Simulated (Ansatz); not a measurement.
# Ti: the cost of one run

Method: DFT PBEsol, scalar-relativistic, plane waves, PAW, in Ansatz 0.2.0.

3 further runs of the same task are left out: 1 that didn't finish, 2 set aside as unsound or not needed. Runs told in other sessions of the task aren't counted.

**1. The structure to begin with**

It takes space group P6_3/mmc (No. 194, hexagonal). The conventional cell has a = 2.900 Å, b = 2.900 Å, c = 4.591 Å, α = 90.00°, β = 90.00°, γ = 120.00°. Around Ti (site symmetry -6m2) lie 12 Ti at 2.84 to 2.90 Å.

As a file:

```xyz
6
Lattice="-2.9004 0.0000 0.0000 -1.4502 -2.5119 0.0000 0.0000 0.0000 13.7730" Properties=species:S:1:pos:R:3 pbc="T T T"
Ti   -1.4502   -0.8373    1.1477
Ti   -1.4502   -0.8373    5.7387
Ti   -1.4502   -0.8373   10.3297
Ti   -2.9004   -1.6746    3.4432
Ti   -2.9004   -1.6746    8.0342
Ti   -2.9004   -1.6746   12.6252
```

It is built from the cell relaxed beforehand with the same method (16.72 Å³/atom).

**2. Zero of energy**

The cell is repeated 3 times, 6 atoms in all. The reference gives a free energy of -14843.4127 eV, pressure 0.03 GPa, largest force 0.000 eV/Å and gap on the mesh none (metal). It was computed beforehand with the settings of the runs below.

**3. The scan: a stacking-fault curve**

The cut lies on the cell's a–b face, a (0 0 1) plane of area 7.29 Å², between layers 2.30 Å apart (Ti below, Ti above); the cell is 13.8 Å thick. Vector c is tilted by f times 1·a + 1·b (length 5.024 Å) with the atoms' Cartesian places fixed: one unrelaxed fault per cell.

**4. f = 0.167**

Input file input.yaml:

```yaml
crystal:
  lattice:
    - [-2.9004352003, 0.0, 0.0]
    - [-1.4502176001, -2.5118505655, 0.0]
    - [-0.7252538218, -0.4187254893, 13.7729713403]
  atoms:
    - { symbol: Ti, position: [0.2083111117, 0.2083111117, 0.7499833333] }
    - { symbol: Ti, position: [0.319444445, 0.319444445, 0.0833166667] }
    - { symbol: Ti, position: [0.2638777783, 0.2638777783, 0.41665] }
    - { symbol: Ti, position: [0.5138611117, 0.5138611117, 0.91665] }
    - { symbol: Ti, position: [0.624994445, 0.624994445, 0.2499833333] }
    - { symbol: Ti, position: [0.5694277783, 0.5694277783, 0.5833166667] }
basis:
  ecutwfc: 420
kpoints:
  mp_grid: { grid: [23, 23, 5] }
hamiltonian:
  xc: pbesol
scf:
  occupations: { method: gaussian, width: 0.15 }
output:
  forces: true
  stress: true
  eigenvalues: true
```

Started as:

```bash
ansatz run input.yaml --threads 2 --pin off --max-ram 5120MiB --backend cpu --events-out ev --progress --plain --runs-dir out
```

Q: Estimate wall time and peak memory on 2 threads of Intel Xeon Platinum 8259CL at 2.50GHz (Skylake/Cascade Lake), shared host.

About 94 s, with a peak of 2 GiB.
